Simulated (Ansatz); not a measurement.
## MgO under changes of volume

One of the cells (9.221 Å³/atom); the others are scaled copies at fixed shape and fractional positions:

```xyz
2
Lattice="0.0000 2.0970 2.0970 2.0970 0.0000 2.0970 2.0970 2.0970 0.0000" Properties=species:S:1:pos:R:3 pbc="T T T"
Mg    0.0000    0.0000    0.0000
O     2.0970    2.0970    2.0970
```

The cell is a database's computed one.

| Property | Result |
| --- | --- |
| Program | Ansatz 0.2.0 |
| Functional | r2SCAN |
| Potentials or basis | Ansatz PAW |
| Cutoff | 500 eV (not typed: the program's choice for these potentials) |
| k mesh | 11 × 11 × 11 |
| Occupations | fermi-dirac, width 0.05 eV |
| Spin | no spin polarisation |

| volume (Å³/atom) | energy over the lowest point (meV/atom) | pressure (GPa) | gap on the mesh (eV) |
| --- | --- | --- | --- |
| 8.668 | ? | ? | ? |
| 8.853 | 11.38 | 8.9 | 6.19 |
| 9.037 | 3.50 | 4.9 | 5.97 |
| 9.221 | 0.00 | 1.3 | 5.76 |
| 9.406 | 0.46 | -2.0 | 5.56 |
| 9.590 | 4.49 | -5.0 | 5.37 |
| 9.775 | 11.77 | -7.6 | 5.18 |

Task: What does the run at 8.668 Å³/atom give?

Result: Energy over the lowest point 24.12 meV/atom; pressure 13.3 GPa; gap on the mesh 6.42 eV.

Worked out: A Birch-Murnaghan fit of order 3 (a polynomial in V^(-2/3)) to the other rows has its minimum at 9.29 Å³/atom with B0 = V·E''(V) = 167 GPa and B' = 4.2. It gives 24.21 meV/atom at 8.668 Å³/atom, against the run's 24.12, and -dE/dV = 13.4 GPa, against 13.3. A straight line through the other rows of the gap, of slope -10.2 eV per unit of ln V (its deformation potential), extrapolates to 6.40 eV, against the run's 6.42.

Energies are extrapolated to zero smearing.

Caveats: odd divisions of the mesh miss points on the zone boundary, where band edges often lie, so the gap on the mesh can be too wide; the PAW data sets come from PBE, with cores solved anew for the run's functional, which leaves a small shift of forces and pressure.
